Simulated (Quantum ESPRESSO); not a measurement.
# NbP (I4_1md) in Quantum ESPRESSO: further runs, part 2 of 2

Quantum ESPRESSO 7.5. The steps go on from the part before.

## 5. Single point, r2SCAN, 15.78 Å³/atom

pw.in reads:

```
&CONTROL
  calculation = 'scf'
  prefix = 'pwscf'
  outdir = './tmp'
  pseudo_dir = './pseudo'
  tprnfor = .true.
  tstress = .true.
  disk_io = 'nowf'
/
&SYSTEM
  ibrav = 0
  nat = 4
  ntyp = 2
  ecutwfc = 70
  nbnd = 26
  input_dft = 'r2scan'
  occupations = 'smearing'
  smearing = 'fd'
  degauss = 0.00367493
  nosym = .true.
  nr1 = 64
  nr2 = 64
  nr3 = 64
/
&ELECTRONS
  conv_thr = 1d-08
  electron_maxstep = 120
  mixing_beta = 0.5
/
ATOMIC_SPECIES
Nb    92.9064 Nb_ONCV_PBE-1.2.upf
P     30.9738 P_ONCV_PBE-1.2.upf
CELL_PARAMETERS angstrom
  -1.6636818200    1.6636818200    5.7015827992
   1.6636818200   -1.6636818200    5.7015827992
   1.6636818200    1.6636818200   -5.7015827992
ATOMIC_POSITIONS crystal
Nb     0.2498808000    0.7498808000    0.5000000000
Nb     0.4998808000    0.4998808000    0.0000000000
P      0.8327477700    0.3327477700    0.5000000000
P      0.0827477700    0.0827477700    0.0000000000
K_POINTS automatic
4 4 4 0 0 0
```

Launch:

```sh
OMP_NUM_THREADS=1 mpirun -n 2 pw.x -nk 2 -in pw.in > pw.out
```

It took 3.4 min on 2 MPI ranks of Arm Neoverse V2, shared host; peak memory 0.36 GiB.

It converged, with:

```yaml
Free_energy: -3469.6291 eV
Pressure: 2.6 GPa
Largest_force: 0.010 eV/Å
Band_gap_on_the_k_mesh: none (metal or under the smearing width)
```

Caveat: the k mesh is coarse (spacing up to 0.67 Å⁻¹), so the values aren't converged; the potentials were made for another functional, which shifts forces and pressure.

## 6. Single point, r2SCAN, 16.10 Å³/atom

Edit pw.in of step 5 so:

```diff
@@ -33,5 +33,5 @@
 CELL_PARAMETERS angstrom
-  -1.6636818200    1.6636818200    5.7015827992
-   1.6636818200   -1.6636818200    5.7015827992
-   1.6636818200    1.6636818200   -5.7015827992
+  -1.6749232544    1.6749232544    5.7401081759
+   1.6749232544   -1.6749232544    5.7401081759
+   1.6749232544    1.6749232544   -5.7401081759
 ATOMIC_POSITIONS crystal
```

Potentials or basis: SG15 PBE 1.2.

Launch:

```sh
OMP_NUM_THREADS=1 mpirun -n 2 pw.x -nk 2 -in pw.in > pw.out
```

Wall time 3.7 min (2 MPI ranks of Arm Neoverse V2, shared host); peak memory 0.34 GiB.

The run converged. Its results:

* Free energy: -3469.6364 eV
* Pressure: -1.4 GPa
* Largest force: 0.004 eV/Å
* Band gap on the k mesh: none (metal or under the smearing width)

Caveat: the k mesh is coarse (spacing up to 0.66 Å⁻¹), so the values aren't converged; the potentials were made for another functional, which shifts forces and pressure.

## 7. Single point, r2SCAN, 16.43 Å³/atom

Edit pw.in of step 6 so:

```diff
@@ -33,5 +33,5 @@
 CELL_PARAMETERS angstrom
-  -1.6749232544    1.6749232544    5.7401081759
-   1.6749232544   -1.6749232544    5.7401081759
-   1.6749232544    1.6749232544   -5.7401081759
+  -1.6860157846    1.6860157846    5.7781232452
+   1.6860157846   -1.6860157846    5.7781232452
+   1.6860157846    1.6860157846   -5.7781232452
 ATOMIC_POSITIONS crystal
```

Launch:

```sh
OMP_NUM_THREADS=1 mpirun -n 2 pw.x -nk 2 -in pw.in > pw.out
```

Run time: 3.4 min. Hardware: 2 MPI ranks of Arm Neoverse V2, shared host; peak memory 0.36 GiB.

Results (log left out):

```
Free energy            : -3469.6127 eV
Pressure               : -5.0 GPa
Band gap on the k mesh : none (metal or under the smearing width)
```

Caveat: the k mesh is coarse (spacing up to 0.66 Å⁻¹), so the values aren't converged; the potentials were made for another functional, which shifts forces and pressure.

## 8. Single point, r2SCAN, 16.75 Å³/atom

Edit pw.in of step 7 so:

```diff
@@ -33,5 +33,5 @@
 CELL_PARAMETERS angstrom
-  -1.6860157846    1.6860157846    5.7781232452
-   1.6860157846   -1.6860157846    5.7781232452
-   1.6860157846    1.6860157846   -5.7781232452
+  -1.6969642459    1.6969642459    5.8156445774
+   1.6969642459   -1.6969642459    5.8156445774
+   1.6969642459    1.6969642459   -5.8156445774
 ATOMIC_POSITIONS crystal
```

Launch:

```sh
OMP_NUM_THREADS=1 mpirun -n 2 pw.x -nk 2 -in pw.in > pw.out
```

It took 3.6 min on 2 MPI ranks of Arm Neoverse V2, shared host; peak memory 0.36 GiB.

It converged, with:

```yaml
Free_energy: -3469.5616 eV
Pressure: -8.3 GPa
Largest_force: 0.005 eV/Å
Band_gap_on_the_k_mesh: none (metal or under the smearing width)
```

Caveat: the k mesh is coarse (spacing up to 0.65 Å⁻¹), so the values aren't converged; the potentials were made for another functional, which shifts forces and pressure.

## 9. Single point, r2SCAN, 17.07 Å³/atom

Edit pw.in of step 8 so:

```diff
@@ -33,5 +33,5 @@
 CELL_PARAMETERS angstrom
-  -1.6969642459    1.6969642459    5.8156445774
-   1.6969642459   -1.6969642459    5.8156445774
-   1.6969642459    1.6969642459   -5.8156445774
+  -1.7077732268    1.7077732268    5.8526878982
+   1.7077732268   -1.7077732268    5.8526878982
+   1.7077732268    1.7077732268   -5.8526878982
 ATOMIC_POSITIONS crystal
```

Potentials or basis: SG15 PBE 1.2.

Launch:

```sh
OMP_NUM_THREADS=1 mpirun -n 2 pw.x -nk 2 -in pw.in > pw.out
```

It took 3.5 min on 2 MPI ranks of Arm Neoverse V2, shared host; peak memory 0.36 GiB.

It converged, with:

```
Free energy            : -3469.4857 eV
Pressure               : -11.2 GPa
Largest force          : 0.009 eV/Å
Band gap on the k mesh : none (metal or under the smearing width)
```

Caveat: the k mesh is coarse (spacing up to 0.65 Å⁻¹), so the values aren't converged; the potentials were made for another functional, which shifts forces and pressure.

## 10. Equation of state, r2SCAN

No new run: the results of the series are fitted here.

Results:

- Equilibrium volume: 16.01 Å³/atom
- Bulk modulus at fixed shape and positions: 195 GPa
- Pressure derivative of the bulk modulus: 4.3

Energy against volume, from the lowest point:
| volume (Å³/atom) | energy (meV/atom) |
| --- | --- |
| 15.137 | 31.91 |
| 15.459 | 12.13 |
| 15.781 | 1.81 |
| 16.103 | 0.00 |
| 16.425 | 5.92 |
| 16.747 | 18.69 |
| 17.069 | 37.66 |

Caveat: the k mesh is coarse (spacing up to 0.66 Å⁻¹), so the values aren't converged; the potentials were made for another functional, which shifts forces and pressure; the cell was scaled at fixed shape and fractional positions, which overstates the stiffness of a crystal with free parameters, most of all of layers and chains.
